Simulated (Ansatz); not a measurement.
## A plane-wave run on Tl

Input file of Ansatz 0.2.0:

```yaml
crystal:
  lattice:
    - [0.0, 2.1501226, 2.1501226]
    - [2.1501226, 0.0, 2.1501226]
    - [2.1501226, 2.1501226, 0.0]
  atoms:
    - { symbol: Tl, position: [0.0, 0.0, 0.0] }
  symmetry: { tolerance: 0.0003 }
kpoints:
  mp_grid: { grid: [13, 13, 13], shift: [0, 0, 0] }
  band_path:
    path:
      - [0.0, 0.0, 0.0]
      - [0.5, 0.0, 0.5]
      - [0.625, 0.25, 0.625]
      - [0.375, 0.375, 0.75]
      - [0.0, 0.0, 0.0]
      - [0.5, 0.5, 0.5]
      - [0.5, 0.25, 0.75]
      - [0.5, 0.0, 0.5]
    npoints: 8
magnetization:
  spin_polarized: false
scf:
  occupations: { method: gaussian, width: 0.1301 }
  lower_state_search: "off"
  max_iter: 200
hamiltonian:
  pseudopotentials: { kind: paw }
  xc: r2scan
basis:
  ecutwfc: 500
  fft_grid_basis: typed
output:
  forces: true
  stress: true
  eigenvalues: true
  bader: true
  populations: true
  elf: true
  write_potential: true
  volumetric_format: npy
  dos:
    e_range: [-12, 8]
    de: 0.05
    projected: { site_lists: { Tl: [Tl] } }
checkpoint:
  read: saved_state
```

The saved state is an earlier solution for the same cell, perhaps on another mesh. 

Excerpt of what it printed:

```
SCF iter   1: F=-11457.7720 eV  Δρ=1.15e-3  dr2=9.56e-5  dr2_τ=5.95e-4
SCF iter   2: F=-11457.7721 eV  Δρ=6.35e-4  dr2=2.97e-5  dr2_τ=2.14e-6
SCF iter   3: F=-11457.7721 eV  Δρ=9.30e-5  dr2=1.33e-6  dr2_τ=3.29e-7
SCF iter   4: F=-11457.7721 eV  Δρ=2.82e-5  dr2=9.23e-8  dr2_τ=2.50e-8
Free energy (F): -11457.7721 eV
Harris-Foulkes:  -11457.7721 eV  (|F-HF|=7.76e-7)
Internal energy: -11457.7685 eV  (E = F + TS)
E sigma→0 (E₀):  -11457.7703 eV
Entropy (-TS):   -0.0036 eV (-3.561 meV/atom)
Fermi energy:    16.9680 eV
--- Per-component energies (eV) ---
  E_band       = 74.2891
  E_kinetic    = 340.7915
  E_local      = -657.1871  (includes V_loc(G=0)·N_el)
  E_nonlocal   = 317.7704
  E_hartree    = 251.0101
  E_xc         = -221.4923
  E_vxc        = -160.6496  (∫ρ·V_xc dr)
  E_paw        = -10192.3975  (= ΣΔE_a)
  E_vpaw       = -280.4944  (= ΣTr[D̂ρ^β])
  E_aug_tail   = 0.0000  (compensation charges beyond the density's cutoff)
  E_vtau       = 12.0441  (kinetic-family band-sum trace: ∫τ·v_τ [+ j·A + Jᵃ·Aᵃ] dr)
  E_ewald      = -1297.3034
  E_core_change = 1.0398  (= ΣΔE_core)
  E_smearing   = -0.0036  (= −TS)
--- Stress (GPa, compression-positive) ---
       39.4957       0.0000       0.0000
        0.0000      39.4957       0.0000
        0.0000       0.0000      39.4957
  P = ⅓ Tr σ = 39.4957 GPa (394.957 kbar)
--- Löwdin populations: 1 site ---
  site symbol       q [e]
     0     Tl     12.9664
  spilling = 0.0026 (of n_electrons = 13.0000)
```

Origin: a database entry at a rescaled volume. Caveats: atoms or cell far from equilibrium.
